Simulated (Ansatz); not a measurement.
# Ge: pressure and energy change per atom as volume scale varies

Plane-wave DFT, scalar-relativistic PAW made under PBE with cores redone for the functional, no dispersion; the given relaxed cell is scaled uniformly, energy at zero smearing counts from the unscaled cell, pressure at the given Fermi-Dirac smearing is positive in compression. The results are calculated, by Ansatz 0.2.0.

The cell before it is scaled or strained (space group Pm-3m, No. 221):
```
cell vectors (Å)
   2.7138     0.0000     0.0000
   0.0000     2.7138     0.0000
   0.0000     0.0000     2.7138
atoms (fractions of the cell vectors)
Ge  0.00000  0.00000  0.00000
```

Settings of every row: spin polarised no; functional PBE; wave cutoff 420 eV; smearing width 0.1 eV; k mesh 13x13x13.

Atom starting moment: 0 on all atoms.

Limits: the cell comes from a prototype or a list of computed structures and needn't be the stable phase.

```
row  volume scale  V (Å³/atom)  pressure (GPa)  energy change per atom (meV)
  1          0.88       17.588           11.48                         74.46
  2          0.92       18.387            6.69                          29.8
  3          0.96       19.187               ?                             ?
  4          1.04       20.786           -2.52                          7.01
  5          1.08       21.585           -4.43                         24.75
  6          1.12       22.385           -5.96                         51.06
```

Question: what pressure and energy change per atom should row 3 give?

Worked fit of pressure. Take u = (V_r/V)^(2/3) − 1 with V_r = 20.786 Å³ an atom, which is twice the finite (Eulerian) strain; such expansions in the strain, on which the Birch-Murnaghan equation of state is built, carry the rest volume and the bulk modulus. The shown rows have u = 0.11781, 0.08519, 0, -0.02483, -0.04821. Least squares give pressure = −2.55 + 84.171 × u + 293.77 × u² GPa; a straight line predicts inner rows, each left out in turn, worse (root mean square 0.84 against 0.086 GPa). The rows lie off it by 0.04, -0.06, 0.03, 0.03, -0.03 (root mean square 0.04 GPa). The withheld row has u = 0.05481, so the fit gives −2.55 + 84.171 × (0.05481) + 293.77 × (0.05481)² = 2.95 GPa.

The calculation gave 2.9 GPa. The fit lies 0.05 GPa (1.7 % of the value, 0.29 % of the column's range) above it; its largest miss of a shown row is 0.06 GPa.

Worked fit of energy change per atom. Take u = (V_r/V)^(2/3) − 1 with V_r = 20.786 Å³ an atom, which is twice the finite (Eulerian) strain; such expansions in the strain, on which the Birch-Murnaghan equation of state is built, carry the rest volume and the bulk modulus. The shown rows have u = 0.11781, 0.08519, 0, -0.02483, -0.04821. Least squares give energy change per atom = 6.724 − 491.164 × u + 9024.77 × u² meV; a straight line predicts inner rows, each left out in turn, worse (root mean square 26 against 0.8 meV). The rows lie off it by 0.34, -0.58, 0.29, 0.27, -0.32 (root mean square 0.38 meV). The withheld row has u = 0.05481, so the fit gives 6.724 − 491.164 × (0.05481) + 9024.77 × (0.05481)² = 6.91 meV.

The calculation gave 6.44 meV. The fit lies 0.47 meV (7.3 % of the value, 0.69 % of the column's range) above it; its largest miss of a shown row is 0.58 meV.
